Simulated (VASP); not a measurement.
# ZrB2 (P6/mmm) in VASP: further runs

Aim: see how the results for ZrB2 move with the level of theory and the settings. Levels: PBE, BLYP+D3(BJ). Tasks: single point.

Program: VASP 6.6.1. These are calculated values, not measurements. Logs are shortened: lines on timing, memory, paths and dates and some standing lists are left out, and cuts for length are marked.

## 1. The structure

Symmetry: P6/mmm, No. 191, hexagonal system. The conventional cell has a = 3.170 Å, b = 3.170 Å, c = 3.533 Å, α = 90.00°, β = 90.00°, γ = 120.00°. Zr (site symmetry 6/mmm) has 12 B at 2.54 Å as nearest neighbours. B (site symmetry -6m2) has 3 B at 1.83 Å as nearest neighbours.

## 2. Single point, PBE

INCAR reads:

```
PREC = Accurate ; ENCUT = 520
EDIFF = 1E-6 ; ISMEAR = -1
SIGMA = 0.05 ; LREAL = F
LASPH = T ; NELM = 80
ALGO = Fast ; ISIF = 2
LWAVE = F ; LCHARG = F
GGA = PE ; NBANDS = 16
```

KPOINTS reads:

```
Automatic mesh
0
Gamma
  10 10 8
```

POSCAR reads:

```
ZrB2
1.0
    3.1700000000      0.0000000000      0.0000000000
   -1.5850000000      2.7453005300      0.0000000000
    0.0000000000      0.0000000000      3.5330000000
Zr B
1 2
Direct
    0.0000000000      0.0000000000      0.0000000000
    0.6666666667      0.3333333333      0.5000000000
    0.3333333333      0.6666666667      0.5000000000
```

Potentials or basis: VASP PAW PBE potentials, release 64 (Zr_sv, B).

On the command line:

```sh
$ cat potpaw_PBE.64/Zr_sv/POTCAR potpaw_PBE.64/B/POTCAR > POTCAR
$ mpirun -np 1 vasp_std > vasp.out
```

OUTCAR:

```text
PREC = Accurate
   ENCUT = 520
   EDIFF = 1E-6
   ISMEAR = -1
   LREAL = F
   LASPH = T
   NELM = 80
   ISIF = 2
   GGA = PE

 ion  position               nearest neighbor table
   1  0.000  0.000  0.000-   2 2.54   3 2.54   2 2.54   3 2.54   2 2.54   2 2.54   3 2.54   3 2.54
                             2 2.54   2 2.54   3 2.54   3 2.54
   2  0.667  0.333  0.500-   3 1.83   3 1.83   3 1.83   1 2.54   1 2.54   1 2.54   1 2.54   1 2.54
                             1 2.54
   3  0.333  0.667  0.500-   2 1.83   2 1.83   2 1.83   1 2.54   1 2.54   1 2.54   1 2.54   1 2.54
                             1 2.54

  LATTYP: Found a hexagonal cell.
 ALAT       =     3.1700000000
 C/A-ratio  =     1.1145110410

  Lattice vectors:

 A1 = (   3.1700000000,   0.0000000000,   0.0000000000)
 A2 = (  -1.5850000000,   2.7453005300,   0.0000000000)
 A3 = (   0.0000000000,   0.0000000000,   3.5330000000)

Analysis of symmetry for initial positions (statically):
=====================================================================
 Subroutine PRICEL returns:
 Original cell was already a primitive cell.

 Routine SETGRP: Setting up the symmetry group for a
 hexagonal supercell.

 Subroutine GETGRP returns: Found 24 space group operations
 (whereof 24 operations were pure point group operations)
 out of a pool of 24 trial point group operations.

The static configuration has the point symmetry D_6h.

Analysis of symmetry for dynamics (positions and initial velocities):
=====================================================================
 Subroutine PRICEL returns:
 Original cell was already a primitive cell.

 Routine SETGRP: Setting up the symmetry group for a
 hexagonal supercell.

 Subroutine GETGRP returns: Found 24 space group operations
 (whereof 24 operations were pure point group operations)
 out of a pool of 24 trial point group operations.

The dynamic configuration has the point symmetry D_6h.

 Subroutine INISYM returns: Found 24 space group operations
 (whereof 24 operations are pure point group operations),
 and found     1 'primitive' translations

----------------------------------------------------------------------------------------

                                     Primitive cell

  volume of cell :      30.7463

  direct lattice vectors                    reciprocal lattice vectors
[... 84 lines left out ...]
   LNONCOLLINEAR =      F non collinear calculations
   LSORBIT =      F    spin-orbit coupling
   LASPH  =      T    aspherical Exc in radial PAW
   ENCUT  =  520.0 eV  38.22 Ry    6.18 a.u.   5.89  5.89  6.57*2*pi/ulx,y,z
   NELM   =     80;   NELMIN=  2; NELMDL= -5     # of ELM steps
   EDIFF  = 0.1E-05   stopping-criterion for ELM
   LREAL  =      F    real-space projection
   EDIFFG = 0.1E-04   stopping-criterion for IOM
   NSW    =      0    number of steps for IOM
   IBRION =     -1    ionic relax: 0-MD 1-quasi-New 2-CG
   NFREE  =      0    steps in history (QN), initial steepest desc. (CG)
   ISIF   =      2    stress and relaxation
   ISYM   =      2    0-nonsym 1-usesym 2-fastsym
   POTIM  = 0.5000    time-step for ionic-motion
   TEBEG  =    0.0;   TEEND  =   0.0 temperature during run
   PSTRESS=    0.0 pullay stress
   NELECT =      18.0000    total number of electrons
   NUPDOWN=      -1.0000    fix difference up-down
   EMIN   =  10.00;   EMAX   =-10.00  energy-range for DOS
   EFERMI =   0.00;   METHOD = LEGACY
   ISMEAR =    -1;   SIGMA  =   0.05  broadening in eV -4-tet -1-fermi 0-gaus
   EFERMI_NEDOS =   21; number of points for ismear=-14 and -15
   IALGO  =     68    algorithm
   IMIX   =      4    mixing-type and parameters
     AMIX     =   0.40;   BMIX     =  1.00
     AMIX_MAG =   1.60;   BMIX_MAG =  1.00
  volume/ion in A,a.u.               =      10.25        69.16
  Fermi-wavevector in a.u.,A,eV,Ry     =   1.369519  2.588016 25.518847  1.875582
  Thomas-Fermi vector in A             =   2.495387
   LORBIT       =      0    0 simple, 1 ext, 2 COOP (PROOUT), +10 PAW based schemes
   GGA     = PE    functional components
   LHFCALC =     F    Hartree Fock is set to
   AEXX    =    0.0000 exact exchange contribution
   IVDW    =     0    specifies the selected vdW correction
   LEPSILON=     F    determine dielectric tensor
   LRPA    =     F    only Hartree local field effects (RPA)
 non-spin polarized calculation
 RMM-DIIS sequential band-by-band and
  energy-cutoff  :      520.00
  volume of cell :       30.75
 maximum number of plane-waves:       844
 NGX is ok and might be reduce to    24
   NGX = 11   NGY = 11   NGZ = 13

 number of electron      18.0000000 magnetization

 Free energy of the ion-electron system (eV)
  ---------------------------------------------------
  ext. energy  EPLUGINS =         0.00000000
  ---------------------------------------------------
  free energy    TOTEN  =       -24.97582127 eV

  energy without entropy =      -24.97298719  energy(sigma->0) =      -24.97440423

 E-fermi :  10.4387     XC(G=0): -12.4435

 val. band max:       10.4032018859   @ k =   0.2000   0.2000   0.1250
 cond. band min:      10.5988254585   @ k =   0.1000  -0.0000   0.5000
 fundamental gap:      0.1956235726
 Fermi energy:        10.4386599558

 k-point     1 :       0.0000    0.0000    0.0000
  band No.  band energies     occupation
      1     -38.1089      2.00000
      2     -16.2908      2.00000
      3     -15.7447      2.00000
      4     -15.7447      2.00000
      5      -2.2018      2.00000
      6       7.8956      2.00000
[... 433 lines left out ...]
      3     -16.1607      2.00000
      4     -16.0058      2.00000
      5       1.2633      2.00000
      6       2.5207      2.00000
[... 8 lines left out ...]
     15      18.8040      0.00000
     16      20.6113      0.00000

 [... further k-points ...]
[... 5 lines left out ...]
  --------------------------------------------------------------------------------------
  -------------------------------------------------------------------------------------
  Total        0.1033166      0.1033166      0.3310106      0.0000000     -0.0000000      0.0000000
  in kB        5.3837886      5.3837886     17.2488327      0.0000000     -0.0000000      0.0000000
  external PRESSURE =       9.3388033 kB  Pullay stress =       0.0000000 kB

 VOLUME and BASIS-vectors are now :
 -----------------------------------------------------------------------------
  energy-cutoff  :      520.00
  volume of cell :       30.75
      direct lattice vectors                 reciprocal lattice vectors
     3.170000000  0.000000000  0.000000000     0.315457413  0.182129422  0.000000000
    -1.585000000  2.745300530  0.000000000     0.000000000  0.364258845  0.000000000
     0.000000000  0.000000000  3.533000000     0.000000000  0.000000000  0.283045570

 POSITION                                       TOTAL-FORCE (eV/Angst)
 -----------------------------------------------------------------------------------
      0.00000      0.00000      0.00000         0.000000      0.000000      0.000000
      1.58500      0.91510      1.76650         0.000000     -0.000000      0.000000
     -0.00000      1.83020      1.76650        -0.000000      0.000000      0.000000
 -----------------------------------------------------------------------------------
    total drift:                               -0.000000      0.000000      0.000000

  FREE ENERGIE OF THE ION-ELECTRON SYSTEM (eV)
  ---------------------------------------------------
  free  energy   TOTEN  =       -24.9758212711 eV

  energy  without entropy=      -24.9729871855  energy(sigma->0) =      -24.97440423
```

Wall time 29 s (1 thread of Intel Xeon Platinum 8488C (Sapphire Rapids), shared host); peak memory 0.15 GiB.

Results:

```
Free energy            : -24.9758 eV
Pressure               : 0.9 GPa
Band gap on the k mesh : none (metal or under the smearing width)
```

Stress tensor (GPa, compression positive):
```
0.54 0.00 0.00
0.00 0.54 0.00
0.00 0.00 1.72
```

(Part 1 of 2 ends here.)
